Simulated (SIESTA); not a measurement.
## As in SIESTA: the effect of functional

As:

```
As
1.0
     1.88080    1.08588    3.51406
    -1.88080    1.08588    3.51406
     0.00000   -2.17176    3.51406
As
2
Direct
  0.22600 0.22600 0.22600
  0.77400 0.77400 0.77400
```

Alike in all runs:

- Program: SIESTA 5.4.2
- Task: single point
- Basis: DZP (energy shift 0.003 Ry; two zetas on semicore shells)
- Grid cutoff: 500 Ry
- Energy shift: 0.003 Ry
- k mesh: 9 × 9 × 9
- Occupations: fermi-dirac, width 0.05 eV
- Spin: no spin polarisation

Q: One run gave: pressure 2.6 GPa; largest force 0.81 eV/Å. Which functional did it use?
A. PW91
B. LDA
C. AM05
D. WC
E. BLYP

A: D.

| functional | potentials or basis | pressure (GPa) | largest force (eV/Å) |
| --- | --- | --- | --- |
| LDA | PseudoDojo 0.4 standard (LDA files) | 0.7 | 0.71 |
| PBEsol | PseudoDojo 0.4 standard (PBEsol files) | 2.4 | 0.82 |
| AM05 | PseudoDojo 0.4 standard (PBEsol files) | 2.3 | 0.76 |
| WC | PseudoDojo 0.4 standard (PBEsol files) | 2.6 | 0.81 |
| PBE | PseudoDojo 0.4 standard (PBE files) | 6.0 | 0.88 |
| PW91 | PseudoDojo 0.4 standard (PBE files) | 5.9 | 0.83 |
| revPBE | PseudoDojo 0.4 standard (PBE files) | 7.6 | 0.92 |
| RPBE | PseudoDojo 0.4 standard (PBE files) | 8.2 | 0.94 |
| BLYP | PseudoDojo 0.4 standard (PBE files) | 10.9 | 0.83 |

Caveats: the basis of atomic orbitals isn't converged, which shifts pressures, moduli and gaps; the potentials were made for another functional, which shifts forces and pressure (some runs).
